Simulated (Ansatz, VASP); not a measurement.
**Au: VASP beside Ansatz**

File POSCAR:

```
Au
1.0
   -1.7069870700      1.7069870700      1.7069870700
    1.7069870700     -1.7069870700      1.7069870700
    1.7069870700      1.7069870700     -1.7069870700
Au
1
Direct
    0.0000000000      0.0000000000      0.0000000000
```

File INCAR.step1:

```
ALGO = Normal
EDIFF = 1E-4
ENCUT = 520
GGA = PE
ISMEAR = 0
LASPH = T
LCHARG = F
LREAL = F
LWAVE = T
NBANDS = 12
NELM = 100
PREC = Accurate
SIGMA = 0.15
```

INCAR.step2

```
ALGO = Normal
EDIFF = 1E-6
ENCUT = 520
ISIF = 2
ISMEAR = 0
ISTART = 1
LASPH = T
LCHARG = F
LMIXTAU = T
LREAL = F
LWAVE = F
METAGGA = R2SCAN
NBANDS = 12
NELM = 100
PREC = Accurate
SIGMA = 0.15
```

File KPOINTS:

```
k-points
0
Gamma
  20 20 20
```

Input for Ansatz:

```yaml
crystal:
  lattice:
    - [-1.70698707, 1.70698707, 1.70698707]
    - [1.70698707, -1.70698707, 1.70698707]
    - [1.70698707, 1.70698707, -1.70698707]
  atoms:
    - { symbol: Au, position: [0.0, 0.0, 0.0] }
basis:
  ecutwfc: 500
kpoints:
  mp_grid: { grid: [20, 20, 20] }
hamiltonian:
  xc: r2scan
scf:
  occupations: { method: gaussian, width: 0.15 }
output:
  forces: true
  stress: true
  eigenvalues: true
  write_density: true
  write_potential: true
  elf: true
  volumetric_format: npy
```

Change from the starting cell: strain +0.030 along x and y, +0.030 along z, atoms carried along.

Alike in both runs: task single point; functional r2SCAN; k mesh 20 × 20 × 20; occupations gaussian, width 0.15 eV; no spin polarisation.

|  | VASP | Ansatz |
| --- | --- | --- |
| version | VASP 6.6.1 | Ansatz 0.2.0 |
| potentials or method | VASP PAW PBE potentials, release 64 (Au) | scalar-relativistic, plane waves, PAW |
| plane-wave cutoff (eV) | 520 | 500 |
| valence electrons in the cell | 11 | 19 |

Ansatz gave:

| Item | Value |
| --- | --- |
| gap on the k mesh at the Fermi level (eV) | none |
| pressure (GPa) | -12.7 |

Task: What did VASP give for the same quantities?

Result: gap on the k mesh at the Fermi level (eV): none; pressure (GPa): -12.6.

A gap of «none» marks a metal or a gap that the smearing closes. The two sets of potentials don't hold the same shells in valence.

Caveats: the PAW data sets were made with another functional, which shifts forces and pressure a little (VASP). Spin-orbit coupling is left out, which matters for the levels of Au.
